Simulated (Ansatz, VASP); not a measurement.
Mg in VASP and in Ansatz

```
Mg
1.0
     0.00000    2.26280    2.26280
     2.26280    0.00000    2.26280
     2.26280    2.26280    0.00000
Mg
1
Direct
  0.00000 0.00000 0.00000
```

This isn't the form of Mg at room conditions, which is hcp.

Alike in both runs: task single point; functional PBE; k mesh 9 × 9 × 9; no spin polarisation.

|  | VASP | Ansatz |
| --- | --- | --- |
| version | VASP 6.6.1 | Ansatz 0.2.0 |
| potentials or method | VASP PAW PBE potentials, release 64 (Mg) | plane waves, PAW |
| plane-wave cutoff (eV) | 520 | 500 |
| occupations | methfessel-paxton of order 1, width 0.05 eV | cold, width 0.05 eV |
| valence electrons in the cell | 2 | 10 |

Ansatz gave:

* pressure (GPa): 0.0

Estimate VASP's values.

pressure (GPa): -0.2.

The two sets of potentials don't hold the same shells in valence.
